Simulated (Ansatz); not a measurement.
Method: DFT PBE, scalar-relativistic, plane waves, PAW (Ansatz).

Levels along Γ–X–P–N–Γ–M–S | S0–Γ | X–R | G–M, in eV from a zero inside the gap, sorted by energy at each point. Points in fractions of the primitive reciprocal vectors: Γ (0.000 0.000 0.000), X (0.000 0.000 0.500), P (0.250 0.250 0.250), N (0.000 0.500 0.000), M (0.500 0.500 -0.500), S (0.366 0.634 -0.366), S0 (-0.366 0.366 0.366), R (-0.232 0.232 0.500), G (0.500 0.500 -0.232).
```
point  k (1/Å, with 2π)  band 13  band 14  band 15  band 16  band 17  band 18  band 19
    Γ             0.000    -4.41    -3.52    -2.87    -2.87     2.87     5.87     7.36
    -             0.442    -4.43    -3.49    -3.04    -3.03     4.03     6.46     6.58
    X             0.884    -3.84    -3.84    -3.22    -3.22     6.04     6.04     7.16
    -             1.097    -3.85    -3.85    -3.27    -3.27     6.13     6.13     6.89
    P             1.310    -3.87    -3.87    -3.32    -3.32     6.33     6.33     6.56
    -             1.622    -4.15    -3.84    -3.42    -3.06     5.50     6.17     6.66
    N             1.934    -4.34    -3.65    -3.38    -3.00     5.06     5.96     6.72
    -             2.312    -4.40    -3.56    -3.07    -2.95     3.72     6.29     6.65
    Γ             2.691    -4.41    -3.52    -2.87    -2.87     2.87     5.87     7.36
    -             3.116    -4.64    -3.67    -3.06    -3.06     3.97     6.15     7.35
    M             3.542    -4.30    -4.30    -3.20    -3.20     5.87     5.87     7.34
    -             3.709    -4.32    -4.20    -3.29    -3.19     5.92     5.99     7.02
    S             3.877    -4.29    -3.98    -3.52    -3.14     6.01     6.34     6.41
   S0             3.877    -4.29    -3.98    -3.52    -3.14     6.01     6.34     6.41
    -             4.334    -4.27    -3.55    -3.23    -2.96     4.08     6.43     6.62
    Γ             4.792    -4.41    -3.52    -2.87    -2.87     2.87     5.87     7.36
    X             4.792    -3.84    -3.84    -3.22    -3.22     6.04     6.04     7.16
    -             4.997    -3.85    -3.85    -3.28    -3.28     6.15     6.15     7.03
    R             5.202    -3.95    -3.95    -3.34    -3.34     6.44     6.44     6.59
    G             5.202    -3.95    -3.95    -3.34    -3.34     6.44     6.44     6.59
    -             5.439    -4.20    -4.20    -3.26    -3.26     6.05     6.05     7.01
    M             5.676    -4.30    -4.30    -3.20    -3.20     5.87     5.87     7.34
```

The cell has space group I-42d, 6 atoms and 32 electrons in the valence of the PAW potentials, and holds 2 elements, among them Si; it is relaxed at this level.

Cutoff 420 eV, k mesh 6×6×6. No spin polarisation.

Task: Which material gives these bands?

Result: SiO$_{2}$, conventional cell a = 5.027 Å, b = 5.027 Å, c = 7.379 Å, α = 90.00°, β = 90.00°, γ = 90.00°. Other compounds weren't ruled out.

It was relaxed from a cell as deposited in COD.
